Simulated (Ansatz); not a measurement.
The system is PbS.

```
Pb S
1.0
     4.08970    0.00000    0.00000
    -2.04485    3.54178    0.00000
     0.00000    0.00000    3.78817
Pb S
1 1
Cartesian
  0.0000 0.0000 0.0000
  2.0448 1.1806 1.8941
```

Measurements of this composition are mostly on another form, of space group No. 225.

* Program: Ansatz 0.2.0
* Task: single point
* Functional: PBE
* Potentials or basis: Ansatz PAW
* Cutoff: 420 eV (not typed: the program's choice for these potentials)
* k mesh: 8 × 8 × 7
* Occupations: fermi-dirac, width 0.05 eV
* Spin: no spin polarisation

On this cell: pressure 0.0 GPa; largest force under 0.003 eV/Å; band gap on the k mesh 0.21 eV, indirect (least direct gap 1.64 eV).

The same run follows on a disturbed copy (atoms moved at random, drawn with an rms of 0.05 Å):

```
CELL_PARAMETERS angstrom
4.08970 0.00000 0.00000
-2.04485 3.54178 0.00000
0.00000 0.00000 3.78817
ATOMIC_POSITIONS crystal
Pb 0.00914 0.00313 0.99818
S 0.64940 0.31891 0.50437
```

Problem. What does the disturbed cell give?

Solution. The energy moves by +3.6 meV/atom; pressure 0.1 GPa; largest force 0.160 eV/Å; band gap on the k mesh 0.11 eV, indirect (least direct gap 1.65 eV).

Forces on the atoms (eV/Å):
```
Pb  -0.120 -0.104 -0.024
S    0.120  0.104  0.024
```

Stress tensor (GPa, compression positive):
```
 0.10 -0.02 -0.05
-0.02  0.11 -0.04
-0.05 -0.04  0.19
```

Caveats: odd divisions of the mesh miss points on the zone boundary, where band edges often lie, so the gap on the mesh can be too wide; spin-orbit coupling is left out, which as a rule narrows the gap of such compounds by several tenths of an eV.

A k mesh can miss the band edges.
